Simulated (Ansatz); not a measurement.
# SnSe under compression: one row to predict

The cell was found from a structure generator's guess, not taken from experiment.

These are results of DFT PBE, scalar-relativistic, plane waves, PAW in Ansatz, not measurements. Plane waves to 420 eV, a 10×10×10 mesh through Γ for the 2-atom cell and 0.01 eV Gaussian smearing; no spin polarisation.

```cif
data_structure
_symmetry_space_group_name_H-M 'F-43m'
_symmetry_Int_Tables_number 216
_cell_length_a 6.7817
_cell_length_b 6.7817
_cell_length_c 6.7817
_cell_angle_alpha 90.000
_cell_angle_beta 90.000
_cell_angle_gamma 90.000
_cell_volume 311.90
loop_
_atom_site_label
_atom_site_type_symbol
_atom_site_symmetry_multiplicity
_atom_site_Wyckoff_symbol
_atom_site_fract_x
_atom_site_fract_y
_atom_site_fract_z
_atom_site_occupancy
Sn1 Sn 4 a 0.00000 0.00000 0.00000 1
Se1 Se 4 c 0.25000 0.25000 0.25000 1
```

The cell was set to several volumes, with shape and atoms relaxed at each where symmetry leaves them free. Pressure is positive in compression, and energies count from the lowest row.

```
row  V (Å³/atom)  P (GPa)  ΔE (meV/atom)  gap on mesh (eV)
  1       34.309     4.86           63.8              0.00
  2       35.478     3.35           33.9              0.00
  3       36.648        ?              ?                 ?
  4       37.818     0.98            3.4              0.02
  5       38.987    -0.02            0.0              0.12
  6       40.157    -0.88            3.4              0.21
  7       41.326    -1.62           12.6              0.29
  8       42.886    -2.45           32.6              0.38
```

Question: Find B = −V·ΔP/ΔV from rows 4 and 6 and from rows 1 and 2, and from the two its slope B′ and its value B0 at zero pressure.

Answer: Rows 4 and 6 give −(37.818 + 40.157)/2 × (-0.88 − (0.98))/(40.157 − 37.818) = 31.0 GPa at a mean pressure of 0.05 GPa. Rows 1 and 2 give −(34.309 + 35.478)/2 × (3.35 − (4.86))/(35.478 − 34.309) = 45.1 GPa at a mean pressure of 4.11 GPa. So B′ = (45.1 − 31.0)/(4.11 − (0.05)) = 3.47 and B0 = 31.0 − 3.47 × (0.05) = 30.8 GPa. A third-order Birch–Murnaghan fit to all the energies gives B0 = 30.4 GPa and B′ = 3.5.

Question: Estimate the pressure and energy of row 3.

Answer: From row 5, V0 = 38.987 × (1 + (-0.02)/30.8) = 38.962 Å³/atom. Murnaghan's form P = (B0/B′)·[(V0/V)^B′ − 1] gives (30.8/3.47) × [(38.962/36.648)^3.47 − 1] = 2.10 GPa; the computed pressure is 2.05 GPa, so the estimate is off by +0.05 GPa. The work of compression from row 4, with the mean of the two pressures, gives ΔE = 3.4 + (2.10 + 0.98)/2 × (37.818 − 36.648)/160.2 × 1000 = 14.6 meV/atom (1 eV/Å³ = 160.2 GPa); the computed value is 14.5 meV/atom. It has no gap on its mesh.

Kohn–Sham gaps at this level usually fall short of measured ones. Small gaps are read on the mesh alone, and bands can cross between its points. All volumes keep the k mesh of the relaxed cell. Symmetry constrained the relaxation, so the result can be a saddle point.
